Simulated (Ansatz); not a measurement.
# Transmission past a defect: armchair graphene nanoribbon (N = 5, H edges), vacancy of one C, part 3 of 4

What does the defect do to the conductance?

Ansatz 0.2.0; DFT PBE, plane waves, PAW; relaxation of a wire's period (the session's first sound run).

So far, conductance of the lead as this run defines it (G₀): step 3 (bands of the perfect wire) 7.9e-4.

### Step 4. Relaxation of the scattering region

This step: DFT PBE, plane waves, PAW; relaxation of a junction in a wire, ends held (Ansatz 0.2.0).

System of this step: armchair graphene nanoribbon (N = 5, H edges), vacancy of one C. The cell holds 97 atoms: 69 C and 28 H. Cell: a = 13.772 Å, b = 7.000 Å, c = 30.187 Å, α = 90.0°, β = 90.0°, γ = 90.0°. Regions: held atoms, 56 atoms (40 C and 16 H); free atoms, 41 atoms (29 C and 12 H). Vacuum lies along a and b. The structure's axis is c.

41 atoms at the defect are free to relax, while 56 stay where the perfect wire has them, so that the ends still repeat as a lead. The cutoff is set under the files' recommended one to save time.

The input, input.yaml:

```yaml
crystal:
  lattice:
    - [13.772, 0.0, 0.0]
    - [0.0, 7.0, 0.0]
    - [0.0, 0.0, 30.1872828358]
  atoms:
    - { symbol: C, position: [0.3229957, 0.5, 0.001103383] }
    - { symbol: C, position: [0.500011569, 0.5, 0.999964219] }
    - { symbol: C, position: [0.677027438, 0.5, 0.001103383] }
    - { symbol: C, position: [0.3229957, 0.5, 0.046515665] }
    - { symbol: C, position: [0.500011569, 0.5, 0.047654828] }
    - { symbol: C, position: [0.677027438, 0.5, 0.046515665] }
    - { symbol: H, position: [0.253305367, 0.5, 0.063485735] }
    - { symbol: H, position: [0.746717771, 0.5, 0.063485735] }
    - { symbol: C, position: [0.410350956, 0.5, 0.071448292] }
    - { symbol: C, position: [0.589672182, 0.5, 0.071448292] }
    - { symbol: C, position: [0.410350956, 0.5, 0.119027899] }
    - { symbol: C, position: [0.589672182, 0.5, 0.119027899] }
    - { symbol: H, position: [0.253305367, 0.5, 0.126990456] }
    - { symbol: H, position: [0.746717771, 0.5, 0.126990456] }
    - { symbol: C, position: [0.3229957, 0.5, 0.143960526] }
    - { symbol: C, position: [0.500011569, 0.5, 0.142821362] }
    - { symbol: C, position: [0.677027438, 0.5, 0.143960526] }
    - { symbol: C, position: [0.3229957, 0.5, 0.189372807] }
    - { symbol: C, position: [0.500011569, 0.5, 0.190511971] }
    - { symbol: C, position: [0.677027438, 0.5, 0.189372807] }
    - { symbol: H, position: [0.253305367, 0.5, 0.206342877] }
    - { symbol: H, position: [0.746717771, 0.5, 0.206342877] }
    - { symbol: C, position: [0.410350956, 0.5, 0.214305435] }
    - { symbol: C, position: [0.589672182, 0.5, 0.214305435] }
    - { symbol: C, position: [0.410350956, 0.5, 0.261885042] }
    - { symbol: C, position: [0.589672182, 0.5, 0.261885042] }
    - { symbol: H, position: [0.253305367, 0.5, 0.269847599] }
    - { symbol: H, position: [0.746717771, 0.5, 0.269847599] }
    - { symbol: C, position: [0.3229957, 0.5, 0.286817669] }
    - { symbol: C, position: [0.500011569, 0.5, 0.285678505] }
[... 61 atom lines left out ...]
    - { symbol: C, position: [0.410350956, 0.5, 0.928591149] }
    - { symbol: C, position: [0.589672182, 0.5, 0.928591149] }
    - { symbol: C, position: [0.410350956, 0.5, 0.976170756] }
    - { symbol: C, position: [0.589672182, 0.5, 0.976170756] }
    - { symbol: H, position: [0.253305367, 0.5, 0.984133313] }
    - { symbol: H, position: [0.746717771, 0.5, 0.984133313] }
magnetization:
  spin_polarized: true
kpoints:
  mp_grid: { grid: [1, 1, 1] }
scf:
  occupations: { method: fermi_dirac, width: 0.1 }
hamiltonian:
  xc: pbe
relax:
  constraints:
    - { sites: [0, 1, 2, 3, 4, 5, 6, 7, 8, 9, 10, 11, 12, 13, 14, 15, 16, 17, 18, 19, 20, 21, 22, 23, 24, 25, 26, 27, 69, 70, 71, 72, 73, 74, 75, 76, 77, 78, 79, 80, 81, 82, 83, 84, 85, 86, 87, 88, 89, 90, 91, 92, 93, 94, 95, 96] }
  f_tol: 0.06
  max_steps: 35
basis:
  ecutwfc: "350 eV"
```

Started as:

```bash
> ansatz run input.yaml --threads 4 --pin off --max-ram 16384MiB --backend cpu --events-out ev --progress --plain --runs-dir out
```

Numbers of over 12 decimals in the logs are rounded to 6 here.

The log of the run:

```text
[...]
Crystal: 97 atoms, lattice volume = 2910.175 Å³
Basis set: ecut = 350 eV, 43279 PW (Γ), exchange–correlation on 180×90×384 points (8 copies of the dense FFT grid, shifted against one another)
Bands: 250, of which v1, the nominal top of the filled ones, is band 152 counted from 1 (151 counted from 0)
Symmetry: 1 space group operations
[...]
k-points: 1
[...]
Starting moments: Σ|m| = 0.6 μB on 1 of 97 sites
[...]
SCF iter   1: F=—  HF=-17802.236621 eV  |F-HF|=—  |Δ(HF+E_count)|=         —  Δρ=3.44e-2 (↑3.44e-2 ↓3.44e-2)  dr2=1.50e2  dr2_m=5.90e-2  M=0.061 μB ∫|m|=0.321 μB  β_m=0.30  ethr=3.10e-3  ⟨swp⟩=6.0  Hψ=2284  notcnv=0  defer=134
[...]
spin=Collinear: Resta preconditioning applied to the charge; magnetization (m = ρ↑ − ρ↓) channel mixes plain (no charge-response kernel on spin).
SCF iter   2: F=—  HF=-17770.899134 eV  |F-HF|=—  |Δ(HF+E_count)|=    3.13e1  Δρ=2.49e-2 (↑2.43e-2 ↓2.49e-2)  dr2=1.49e2  dr2_m=4.67e-2  M=0.034 μB ∫|m|=0.190 μB  β_m=0.30  ethr=3.10e-3  ⟨swp⟩=3.0  Hψ=958  notcnv=0  defer=152
[...]
SCF iter  15: F=—  HF=-17747.012234 eV  |F-HF|=—  |Δ(HF+E_count)|=   1.14e-2  Δρ=8.10e-4 (↑8.10e-4 ↓3.28e-4)  dr2=1.37e-2  dr2_m=7.87e-3  M=1.138 μB ∫|m|=1.351 μB  β_m=0.30  ethr=6.79e-6  ⟨swp⟩=2.0  Hψ=537  notcnv=0  defer=156
[...]
spin-set hold released at iteration 15 (site moments' squared step at or under half its running peak, from the soft ceiling on): the magnetisation degrees of freedom join the quasi-Newton model from the next iteration; the mixer history was flushed
SCF iter  16: F=—  HF=-17747.016933 eV  |F-HF|=—  |Δ(HF+E_count)|=   4.70e-3  Δρ=4.03e-4 (↑3.70e-4 ↓4.03e-4)  dr2=5.19e-2  dr2_m=1.90e-3  M=1.056 μB ∫|m|=1.291 μB  β_m=0.18  ethr=4.52e-6  ⟨swp⟩=2.0  Hψ=622  notcnv=0  defer=156  recentre
[...]
SCF iter  36: F=-17747.028811 eV  HF=-17747.028814 eV  |F-HF|=2.71e-6  |Δ(HF+E_count)|=   4.21e-6  Δρ=7.50e-6 (↑7.50e-6 ↓4.72e-6)  dr2=3.75e-6  dr2_m=7.89e-7  M=1.227 μB ∫|m|=1.751 μB  ethr=9.70e-10  ⟨swp⟩=3.0  Hψ=909  notcnv=0
SCF 1 converged in 36 iterations: F = -17747.028811 eV  dr2 = 3.75e-6
[...]
relax step   1: F+E_penalty+E_count = -17747.02881086 eV  Δ(F+E_penalty+E_count) = +0.000e0 eV  max|allowed force component| = 3.343e0 eV/Å  Δτ_max = 0.0000 Å  (36 SCF iters, dr2 threshold 9.00e-5 eV, accepted)
[...]
Starting moments: Σ|m| = 0.6 μB on 1 of 97 sites; this step starts from the density that it was given
[...]
SCF iter   1: F=—  HF=-17747.818681 eV  |F-HF|=—  |Δ(HF+E_count)|=         —  Δρ=2.28e-3 (↑2.28e-3 ↓2.26e-3)  dr2=3.26e-1  dr2_m=2.61e-2  M=1.238 μB ∫|m|=1.746 μB  β_m=0.30  ethr=1.06e-4  ⟨swp⟩=2.0  Hψ=1884  notcnv=0  defer=156
[...]
spin=Collinear: LDOS preconditioning applied to the charge; magnetization (m = ρ↑ − ρ↓) channel mixes plain (no charge-response kernel on spin).
SCF iter   2: F=—  HF=-17747.778601 eV  |F-HF|=—  |Δ(HF+E_count)|=   4.01e-2  Δρ=1.45e-3 (↑1.45e-3 ↓1.43e-3)  dr2=8.52e-2  dr2_m=1.43e-2  M=1.239 μB ∫|m|=1.737 μB  β_m=0.46  ethr=1.06e-4  ⟨swp⟩=2.0  Hψ=497  notcnv=0  defer=156
[...]
SCF iter  10: F=-17747.788646 eV  HF=-17747.788648 eV  |F-HF|=1.82e-6  |Δ(HF+E_count)|=   7.45e-6  Δρ=8.29e-6 (↑8.29e-6 ↓5.57e-6)  dr2=3.66e-6  dr2_m=7.45e-7  M=1.264 μB ∫|m|=1.685 μB  ethr=4.07e-9  ⟨swp⟩=1.0  Hψ=1153  notcnv=0
SCF 2 converged in 10 iterations: F = -17747.788646 eV  dr2 = 3.66e-6
[...]
relax step   2: F+E_penalty+E_count = -17747.78864575 eV  Δ(F+E_penalty+E_count) = -7.598e-1 eV  max|allowed force component| = 1.685e0 eV/Å  Δτ_max = 0.1948 Å  (10 SCF iters, dr2 threshold 1.00e-4 eV, accepted)
SCF iter   1: F=—  HF=-17748.468554 eV  |F-HF|=—  |Δ(HF+E_count)|=         —  Δρ=2.31e-3 (↑2.15e-3 ↓2.31e-3)  dr2=3.74e-1  dr2_m=1.00e-2  M=1.252 μB ∫|m|=1.665 μB  β_m=0.30  ethr=1.13e-3  ⟨swp⟩=6.0  Hψ=1391  notcnv=0  defer=157
[...]
SCF iter   9: F=-17748.398360 eV  HF=-17748.398361 eV  |F-HF|=2.28e-7  |Δ(HF+E_count)|=   4.04e-6  Δρ=5.47e-6 (↑5.47e-6 ↓4.75e-6)  dr2=1.11e-6  dr2_m=5.50e-7  M=1.254 μB ∫|m|=1.639 μB  ethr=1.68e-9  ⟨swp⟩=1.0  Hψ=1152  notcnv=0
SCF 3 converged in 9 iterations: F = -17748.398360 eV  dr2 = 1.11e-6
[...]
relax step   3: F+E_penalty+E_count = -17748.39836031 eV  Δ(F+E_penalty+E_count) = -6.097e-1 eV  max|allowed force component| = 1.759e0 eV/Å  Δτ_max = 0.1954 Å  (9 SCF iters, dr2 threshold 1.00e-4 eV, accepted)
[... from here on, the SCF cycles and remarks between the steps are left out ...]
relax step   4: F+E_penalty+E_count = -17749.06845708 eV  Δ(F+E_penalty+E_count) = -6.701e-1 eV  max|allowed force component| = 2.337e0 eV/Å  Δτ_max = 0.1951 Å  (8 SCF iters, dr2 threshold 1.00e-4 eV, accepted)
relax step   5: F+E_penalty+E_count = -17749.85320648 eV  Δ(F+E_penalty+E_count) = -7.847e-1 eV  max|allowed force component| = 1.512e0 eV/Å  Δτ_max = 0.1902 Å  (7 SCF iters, dr2 threshold 1.00e-4 eV, accepted)
relax step   6: F+E_penalty+E_count = -17750.22506497 eV  Δ(F+E_penalty+E_count) = -3.719e-1 eV  max|allowed force component| = 1.925e0 eV/Å  Δτ_max = 0.1948 Å  (7 SCF iters, dr2 threshold 1.00e-4 eV, accepted)
relax step   7: F+E_penalty+E_count = -17750.38659146 eV  Δ(F+E_penalty+E_count) = -1.615e-1 eV  max|allowed force component| = 7.917e-1 eV/Å  Δτ_max = 0.1738 Å  (8 SCF iters, dr2 threshold 1.00e-4 eV, accepted)
relax step   8: F+E_penalty+E_count = -17750.42401825 eV  Δ(F+E_penalty+E_count) = -3.743e-2 eV  max|allowed force component| = 6.918e-1 eV/Å  Δτ_max = 0.2000 Å  (7 SCF iters, dr2 threshold 1.00e-4 eV, accepted)
relax step   9: F+E_penalty+E_count = -17750.44802677 eV  Δ(F+E_penalty+E_count) = -2.401e-2 eV  max|allowed force component| = 1.623e-1 eV/Å  Δτ_max = 0.0592 Å  (6 SCF iters, dr2 threshold 8.09e-5 eV, accepted)
relax step  10: F+E_penalty+E_count = -17750.45856693 eV  Δ(F+E_penalty+E_count) = -1.054e-2 eV  max|allowed force component| = 1.156e-1 eV/Å  Δτ_max = 0.0686 Å  (11 SCF iters, accepted)
relax step  11: F+E_penalty+E_count = -17750.48225313 eV  Δ(F+E_penalty+E_count) = -2.369e-2 eV  max|allowed force component| = 2.157e-1 eV/Å  Δτ_max = 0.0903 Å  (12 SCF iters, accepted)
relax step  12: F+E_penalty+E_count = -17750.58473848 eV  Δ(F+E_penalty+E_count) = -1.025e-1 eV  max|allowed force component| = 3.234e-1 eV/Å  Δτ_max = 0.2000 Å  (9 SCF iters, dr2 threshold 2.36e-5 eV, accepted)
[...]
atom   6  C     -0.16314473    -0.00011530     0.23676070
  atom   7  H     -0.03104083    -0.00002523     0.01957466
  atom   8  H      0.03167171    -0.00002245     0.01927632
  atom   9  C     -0.11039487    -0.00014547    -0.26116258
  atom  10  C      0.11647139    -0.00005102    -0.26074016
  atom  11  C     -0.14422017     0.00000963     0.26681360
  atom  12  C      0.14198958     0.00001804     0.27145719
  atom  13  H     -0.03068487     0.00013895    -0.01822794
  atom  14  H      0.03009255    -0.00005177    -0.01813781
  atom  15  C      0.19209219     0.00077561    -0.30799740
  atom  16  C      0.00714230    -0.00120138     0.00186513
  atom  17  C     -0.17300712    -0.00018403    -0.31565605
  atom  18  C      0.22838811     0.00020440     0.33181812
  atom  19  C     -0.01480366     0.00260027     0.00819558
  atom  20  C     -0.24648534     0.00036573     0.37163677
  atom  21  H     -0.02132249    -0.00115398     0.01569585
  atom  22  H      0.03971926     0.00029854     0.03042711
  atom  23  C     -0.00629259     0.02686558    -0.43457600
  atom  24  C      0.19332261    -0.00216898    -0.37510217
  atom  25  C      0.18983617    -0.06896094     0.57560360
  atom  26  C      0.16448688     0.00747953     1.53583302
  atom  27  H     -0.31216981    -0.01258065    -0.44330314
  atom  28  H     -0.56685886     0.00851431     0.69194690
  atom  29  C     -0.00387299     0.00785853     0.00404657
  atom  30  C     -0.00084498     0.00250288    -0.00640584
  atom  31  C      0.00106840    -0.00103100     0.00231094
  atom  32  C     -0.00929489    -0.00704742    -0.01642949
  atom  33  C      0.00612140    -0.00563469    -0.00530614
  atom  34  C     -0.00139152     0.00069658     0.00411003
  atom  35  H      0.00542727     0.00352400     0.00185671
  atom  36  H     -0.00255656     0.00660949     0.00132690
  atom  37  C      0.00221336     0.00685938    -0.00090604
  atom  38  C      0.00173244    -0.00052746    -0.00133088
  atom  39  C      0.00772267     0.00862824     0.00395904
  atom  40  C     -0.02792806     0.03012962    -0.01537704
[...]
atom  86  C     -0.19264546     0.00180428    -0.27295857
  atom  87  C      0.16044194     0.00061025     0.25740934
  atom  88  C     -0.00310025    -0.00054524     0.00192093
  atom  89  C     -0.16054087     0.00002724     0.26065312
  atom  90  H     -0.03097334     0.00010296     0.01955816
  atom  91  H      0.03103335    -0.00037075     0.01962670
  atom  92  C     -0.11534190     0.00028444    -0.24083924
  atom  93  C      0.11958395    -0.00003178    -0.23910100
  atom  94  C     -0.11215120    -0.00022064     0.23537269
  atom  95  C      0.10793589     0.00011985     0.23529910
  atom  96  H     -0.03119083    -0.00005101    -0.01914563
  atom  97  H      0.03121853     0.00003488    -0.01896957
  max |Σ_I F_I| component: 7.86e-5 eV/Å
--- Relaxed structure (26 steps of the walk, 25 accepted, 0 SCFs on fresh bases) ---
  F+E_penalty+E_count = -17752.66129484 eV   max|allowed force component| = 3.013e-2 eV/Å
  atoms:
    - { symbol: C, position: [0.322996, 0.5, 0.001103383] }
    - { symbol: C, position: [0.500012, 0.5, 0.999964219] }
    - { symbol: C, position: [0.677027, 0.5, 0.001103383] }
    - { symbol: C, position: [0.322996, 0.5, 0.046515665] }
    - { symbol: C, position: [0.500012, 0.5, 0.047654828] }
    - { symbol: C, position: [0.677027, 0.5, 0.046515665] }
    - { symbol: H, position: [0.253305367, 0.5, 0.063485735] }
    - { symbol: H, position: [0.746718, 0.5, 0.063485735] }
    - { symbol: C, position: [0.410351, 0.5, 0.071448] }
    - { symbol: C, position: [0.589672182, 0.5, 0.071448] }
    - { symbol: C, position: [0.410351, 0.5, 0.119028] }
    - { symbol: C, position: [0.589672182, 0.5, 0.119028] }
    - { symbol: H, position: [0.253305367, 0.5, 0.126990456] }
    - { symbol: H, position: [0.746718, 0.5, 0.126990456] }
    - { symbol: C, position: [0.322996, 0.5, 0.143960526] }
    - { symbol: C, position: [0.500012, 0.5, 0.142821] }
    - { symbol: C, position: [0.677027, 0.5, 0.143960526] }
    - { symbol: C, position: [0.322996, 0.5, 0.189372807] }
    - { symbol: C, position: [0.500012, 0.5, 0.190511971] }
    - { symbol: C, position: [0.677027, 0.5, 0.189372807] }
    - { symbol: H, position: [0.253305367, 0.5, 0.206343] }
    - { symbol: H, position: [0.746718, 0.5, 0.206343] }
    - { symbol: C, position: [0.410351, 0.5, 0.214305] }
    - { symbol: C, position: [0.589672182, 0.5, 0.214305] }
    - { symbol: C, position: [0.410351, 0.5, 0.261885042] }
    - { symbol: C, position: [0.589672182, 0.5, 0.261885042] }
    - { symbol: H, position: [0.253305367, 0.5, 0.269847599] }
    - { symbol: H, position: [0.746718, 0.5, 0.269847599] }
    - { symbol: C, position: [0.323029, 0.497912, 0.285906] }
    - { symbol: C, position: [0.500051, 0.499623, 0.286566] }
    - { symbol: C, position: [0.676078, 0.500529, 0.287942] }
    - { symbol: C, position: [0.320811, 0.494435, 0.331312] }
    - { symbol: C, position: [0.498769, 0.499348, 0.335080] }
    - { symbol: C, position: [0.674618, 0.502529, 0.334664] }
    - { symbol: H, position: [0.250401, 0.493650, 0.347736] }
    - { symbol: H, position: [0.744589, 0.504087, 0.351769] }
    - { symbol: C, position: [0.405462, 0.495314, 0.356648] }
    - { symbol: C, position: [0.588568, 0.503059, 0.360703] }
    - { symbol: C, position: [0.397137, 0.499862, 0.404248] }
    - { symbol: C, position: [0.581273, 0.510155, 0.410902] }
    - { symbol: H, position: [0.240181, 0.472420, 0.412263] }
    - { symbol: H, position: [0.721003, 0.524258, 0.447789] }
    - { symbol: C, position: [0.309635, 0.491981, 0.428971] }
    - { symbol: C, position: [0.482826, 0.515754, 0.428500] }
    - { symbol: C, position: [0.641915, 0.518160, 0.448293] }
    - { symbol: C, position: [0.309467, 0.503449, 0.474784] }
    - { symbol: C, position: [0.481567, 0.537322, 0.474337] }
    - { symbol: C, position: [0.581427, 0.563430, 0.491681] }
    - { symbol: H, position: [0.240417, 0.489366, 0.492159] }
    - { symbol: H, position: [0.592475, 0.721765, 0.492998] }
    - { symbol: C, position: [0.396715, 0.529297, 0.499111] }
    - { symbol: C, position: [0.403719, 0.537078, 0.547172] }
    - { symbol: C, position: [0.586081, 0.511584, 0.542572] }
    - { symbol: H, position: [0.250160, 0.576429, 0.556984] }
    - { symbol: H, position: [0.740678, 0.479823, 0.549648] }
    - { symbol: C, position: [0.320145, 0.555120, 0.573137] }
[...]
- { symbol: H, position: [0.255041, 0.564175, 0.636965] }
    - { symbol: H, position: [0.743974, 0.462352, 0.629449] }
[...]
- { symbol: H, position: [0.253222, 0.497977, 0.698400] }
    - { symbol: H, position: [0.746813, 0.501197, 0.698243] }
[...]
- { symbol: H, position: [0.253305367, 0.5, 0.777771] }
    - { symbol: H, position: [0.746718, 0.5, 0.777771] }
[...]
- { symbol: C, position: [0.410351, 0.5, 0.833313613] }
    - { symbol: C, position: [0.589672182, 0.5, 0.833313613] }
    - { symbol: H, position: [0.253305367, 0.5, 0.841276] }
    - { symbol: H, position: [0.746718, 0.5, 0.841276] }
    - { symbol: C, position: [0.322996, 0.5, 0.85824624] }
    - { symbol: C, position: [0.500012, 0.5, 0.857107] }
    - { symbol: C, position: [0.677027, 0.5, 0.85824624] }
    - { symbol: C, position: [0.322996, 0.5, 0.903659] }
    - { symbol: C, position: [0.500012, 0.5, 0.904798] }
    - { symbol: C, position: [0.677027, 0.5, 0.903659] }
    - { symbol: H, position: [0.253305367, 0.5, 0.920629] }
    - { symbol: H, position: [0.746718, 0.5, 0.920629] }
    - { symbol: C, position: [0.410351, 0.5, 0.928591] }
    - { symbol: C, position: [0.589672182, 0.5, 0.928591] }
    - { symbol: C, position: [0.410351, 0.5, 0.976170756] }
    - { symbol: C, position: [0.589672182, 0.5, 0.976170756] }
    - { symbol: H, position: [0.253305367, 0.5, 0.984133] }
    - { symbol: H, position: [0.746718, 0.5, 0.984133] }
[key lines of the parts left out:]
SCF converged after 8 iterations
Magnetization: 0.0000 μB (152.0000 up, 152.0000 down)
Free energy (F): -17752.661295 eV
Fermi energy:    -1.399042 eV
```

The job ended after 12 min (4 threads of Arm Neoverse V1, shared host; peak memory 3.2 GiB).

Relaxation path (22 of 26):

```
step  energy less that of the first step (eV)  largest force component (eV/Å)
   1                                   0.0000                          3.3434
   2                                  -0.7598                          1.6846
   3                                  -1.3695                          1.7591
   5                                  -2.8244                          1.5123
   6                                  -3.1963                          1.9254
   7                                  -3.3578                          0.7917
   8                                  -3.3952                          0.6918
   9                                  -3.4192                          0.1623
  11                                  -3.4534                          0.2157
  12                                  -3.5559                          0.3234
  13                                  -3.6709                          0.5656
  14                                  -3.7948                          0.5101
  15                                  -3.9025                          0.3809
  16                                  -3.9836                          0.3409
  18                                  -4.3248                          2.3540
  19                                  -4.7510                          3.0159
  20                                  -5.2103                          2.0263
  21                                  -5.4188                          1.7919
  22                                  -5.5918                          0.4115
  24                                  -5.6264                          0.2791
  25                                  -5.6261                          0.1619
  26                                  -5.6325                          0.0301
```

Relaxation step 25 was tried and not accepted.

The atoms that moved most (Å):

```
atom      dx     dy      dz  length
 H50  -2.124  1.552   0.028   2.631
 C48  -1.317  0.444   0.501   1.477
 H42  -0.354  0.170   1.059   1.130
 C45  -0.484  0.127   0.562   0.752
 H54  -0.043  0.535   0.043   0.538
 H62   0.024  0.449   0.062   0.454
 C56  -0.039  0.386   0.018   0.388
 C47  -0.284  0.211  -0.057   0.359
```

Numbers from this step:

```yaml
energy_at_zero_smearing: -17752.5287 eV
```

The largest force component on a free atom ends at 0.030 eV/Å, under the limit of 0.06.  2 atoms of the wire itself, hydrogen apart, moved by over 0.45 Å, up to 1.48 Å.

(Part 3 of 4 ends here.)

[Logs are printed without paths, hosts, clocks, repeated set-up lines and the standing remarks that a program may print on its own settings, such as how far it seeks lower states.]

[Hosts, paths, dates, database ids (printed as entryN), source tags and the programs' standing remarks are cut or masked in the printed files.]
